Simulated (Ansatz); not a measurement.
Runs of Ansatz 0.2.0 on Fe. The structure is cubic, space group Im-3m (No. 229). The conventional cell has a = 2.886 Å, b = 2.886 Å, c = 2.886 Å, α = 90.00°, β = 90.00°, γ = 90.00°. Around Fe (site symmetry m-3m) lie 8 Fe at 2.50 Å. 

```csv
task,level,U,cell,cutoff (eV),smearing,gap on the mesh (eV),pressure (GPa),moment (μB),relaxed volume (Å³/atom)
single point,PBE,-,as given,303,gaussian 0.05 eV,none,-9.8,2.24,-
density of states,PBEsol,-,as given,303,fermi-dirac 0.05 eV,none,(b),2.25,-
relaxation of cell and atoms,PBEsol,-,relaxed to 5 GPa,-,fermi-dirac 0.05 eV,-,5.0,2.02,-
single point,PBE,-,as given,303,gaussian 0.022 eV,none,-9.8,2.24,-
single point,RPBE,-,as given,303,gaussian 0.1 eV,none,-3.6,2.29,-
relaxation of cell and atoms,PBEsol,-,relaxed to 30 GPa,-,fermi-dirac 0.05 eV,-,30.0,1.95,-
relaxation of cell and atoms,PBEsol,-,relaxed to 10 GPa,-,fermi-dirac 0.05 eV,-,10.0,2.01,-
relaxation of cell and atoms,PBEsol,-,relaxed to 20 GPa,-,fermi-dirac 0.05 eV,-,20.0,1.99,-
relaxation of cell and atoms,BLYP,-,relaxed,-,fermi-dirac 0.05 eV,-,0.0,2.15,(a)
density of states,PBEsol+U,Fe d U = 2 eV,as given,303,fermi-dirac 0.05 eV,none,-6.7,2.65,-
relaxation of cell and atoms,PBEsol,-,relaxed,-,fermi-dirac 0.05 eV,-,0.0,2.05,10.79
single point,PBE,-,as given,303,gaussian 0.018 eV,none,-9.8,2.24,-
```

Alike in all rows: potentials or basis all-electron LAPW, scalar-relativistic; spin collinear, ferromagnetic start; k mesh 13 × 13 × 13; basis error allowed 0.001 eV/atom.

Q: Fill in the values left out.

A: (a) 11.80; (b) -18.1.

Caveats: the volume moved by over 15 % at a fixed basis, so the end points are rough (some runs); the magnetic state may not be the lowest (some runs); U is the effective U less J, on atomic orbitals that reach past the spheres (some runs); the U is typed as a test and isn't derived for this compound (some runs).

A gap of «none» marks a metal or a gap under the smearing width.
